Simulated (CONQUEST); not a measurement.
InAs:

```
CELL_PARAMETERS angstrom
4.26810 0.00000 0.00000
0.00000 4.26810 0.00000
0.00000 0.00000 6.03600
ATOMIC_POSITIONS crystal
In 0.00000 0.00000 0.00000
In 0.50000 0.50000 0.50000
As 0.00000 0.50000 0.25000
As 0.50000 0.00000 0.75000
```

Base run:

| Quantity | Value |
| --- | --- |
| Program | CONQUEST 1.3 |
| Functional | PBE |
| Potentials or basis | PseudoDojo NC PBE, DZP, grid cutoff 120 Ha |
| k mesh | 6 × 6 × 5 |
| Occupations | fermi-dirac, width 0.05 eV |
| Spin | no spin polarisation |

Its results: band gap on the k mesh none (metal or under the smearing width); pressure 4.8 GPa.

Q: After a change of settings the same cell gave: band gap on the k mesh 0.18 eV; pressure 7.0 GPa. Which change was it?
A. potentials or basis from PseudoDojo NC PBE, DZP, grid cutoff 120 Ha to PseudoDojo NC PBE, SZP, grid cutoff 120 Ha
B. potentials or basis from PseudoDojo NC PBE, DZP, grid cutoff 120 Ha to PseudoDojo NC PBE, SZ, grid cutoff 120 Ha
C. potentials or basis from PseudoDojo NC PBE, DZP, grid cutoff 120 Ha to PseudoDojo NC PBE, DZ, grid cutoff 120 Ha

A: A.

Caveats: the box holds several primitive cells, so bands are folded and the points are those of the box's own zone; the basis of atomic orbitals isn't converged, which shifts pressures, moduli and gaps; the atomic basis is small (some runs); spin-orbit coupling is left out, which moves the levels of the heavy elements (some runs).
